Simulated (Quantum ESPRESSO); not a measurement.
TaS2, 3 atoms in the cell. Symmetry: P-3m1, No. 164, trigonal system. The conventional cell has a = 3.350 Å, b = 3.350 Å, c = 5.860 Å, α = 90.00°, β = 90.00°, γ = 120.00°. Around Ta (site symmetry -3m) lie 6 S at 2.43 Å. S (site symmetry 3m) has 3 Ta at 2.43 Å as nearest neighbours. 

| Item | Value |
| --- | --- |
| Program | Quantum ESPRESSO 7.5 |
| Task | phonons |
| Functional | PBE |
| Potentials or basis | PseudoDojo 0.4.1 SR PBE standard |
| Cutoff | 789 eV |
| Density cutoff | 3157 eV |
| k mesh | 9 × 9 × 5 |
| Occupations | cold, width 0.272 eV |
| Spin | no spin polarisation |
| Mixing beta | 0.5 |
| Most SCF iterations | 120 |
| SCF threshold | 6e-10 Ry |

Potentials or basis: PseudoDojo 0.4.1 SR PBE standard.

Command:

```console
$ OMP_NUM_THREADS=1 pw.x -in pw.in > pw.out
$ OMP_NUM_THREADS=1 pw.x -in relax.in > relax.out
$ OMP_NUM_THREADS=1 pw.x -in scf2.in > scf2.out
$ OMP_NUM_THREADS=1 ph.x -in ph.in > ph.out
$ OMP_NUM_THREADS=1 dynmat.x -in dynmat.in > dynmat.out
```

Hardware: 1 thread of Arm Neoverse V2, on a shared host.

Question: Estimate the wall time of this run.

Answer: Wall time 21 min on 1 thread of Arm Neoverse V2 (shared host), peak memory 0.11 GiB. Counts: scf iterations 119, k pools 1, bands 19, ion steps 13, k points 50, g dense 22937.
